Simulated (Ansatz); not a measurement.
# LiF: properties at the relaxed cell

An exercise on one series of results from a longer session: the logs are not shown, and one member is left open.

Computed with Ansatz 0.2.0 (DFT PBE, scalar-relativistic, plane waves, PAW, unless a step's input says otherwise).

1 further run of the same task is left out (set aside as unsound or not needed).

## The structure to begin with

It takes space group Fm-3m (No. 225, cubic). Conventional cell: a = 4.067 Å, b = 4.067 Å, c = 4.067 Å, α = 90.00°, β = 90.00°, γ = 90.00°. Li (site symmetry m-3m) has 6 F at 2.03 Å as nearest neighbours. F (site symmetry m-3m) has 6 Li at 2.03 Å as nearest neighbours.

Structure file:

```cif
data_structure
_symmetry_space_group_name_H-M 'P 1'
_symmetry_Int_Tables_number 1
_cell_length_a 2.8759
_cell_length_b 2.8759
_cell_length_c 2.8759
_cell_angle_alpha 60.000
_cell_angle_beta 60.000
_cell_angle_gamma 60.000
_cell_volume 16.82
loop_
_atom_site_label
_atom_site_type_symbol
_atom_site_fract_x
_atom_site_fract_y
_atom_site_fract_z
_atom_site_occupancy
Li1 Li 0.00000 0.00000 0.00000 1
F1 F 0.50000 0.50000 0.50000 1
```

This cell was relaxed beforehand with the same method: volume 8.41 Å³/atom, gap on the mesh 8.84 eV.

The first run:

input.yaml reads:

```yaml
crystal:
  lattice:
    - [0.0, 2.0335339341, 2.0335339341]
    - [2.0335339341, 0.0, 2.0335339341]
    - [2.0335339341, 2.0335339341, 0.0]
  atoms:
    - { symbol: Li, position: [0.0, 0.0, 0.0] }
    - { symbol: F, position: [0.5, 0.5, 0.5] }
basis:
  ecutwfc: 420
kpoints:
  mp_grid: { grid: [10, 10, 10] }
  band_path:
    path:
      - [[0.0, 0.0, 0.0], [0.5, 0.0, 0.5], [0.625, 0.25, 0.625]]
      - [[0.375, 0.375, 0.75], [0.0, 0.0, 0.0], [0.5, 0.5, 0.5], [0.5, 0.25, 0.75], [0.5, 0.0, 0.5]]
    npoints: 14
hamiltonian:
  xc: pbe
scf:
  occupations: { method: gaussian, width: 0.02 }
  n_extra_bands: 6
output:
  forces: true
  stress: true
  eigenvalues: true
  populations: true
  dos: { projected: true, de: 0.02, nscf_kmesh: { grid: [15, 15, 15] } }
  bader: true
  write_density: true
  write_potential: true
  elf: true
  volumetric_format: npy
```

Started as:

```bash
ansatz run input.yaml --threads 1 --pin off --max-ram 2560MiB --backend cpu --events-out ev --progress --plain --runs-dir out
```

Among the steps run: Static run: bands, density of states and charges; Band edges anywhere in the zone; Eigenvalues a small step from each edge; The cell scaled to 0.97 of its volume; The cell scaled to 1.03 of its volume; Point at V/V0 = 0.94; Point at V/V0 = 1.06.

One table of the session follows, with a row left open; its other results are not shown here.

It belongs to the step «Equation of state». 

```
volume (Å³/atom)  energy above the lowest point (meV/atom)  pressure (GPa)  gap on the mesh (eV)
           7.905                                       7.2            4.79                  9.39
           8.157                                         ?               ?                     ?
           8.409                                       0.0            0.04                  8.84
           8.661                                       1.4           -1.83                  8.59
           8.914                                       5.6           -3.44                  8.35
```

Q: Estimate the row for volume (Å³/atom) = 8.157 from the others.

Worked estimate for «energy above the lowest point (meV/atom)». A straight line through the neighbours (7.905, 7.2) and (8.409, 0.0) gives 7.2 + (0.0 − 7.2) × (8.157 − 7.905) / (8.409 − 7.905) = 3.6; a parabola fitted to 3 rows on both sides gives 1.9.

**Answer.** energy above the lowest point (meV/atom): 1.7; pressure (GPa): 2.24; gap on the mesh (eV): 9.10. In «energy above the lowest point (meV/atom)» the line misses by +1.9 and the parabola by +0.2.
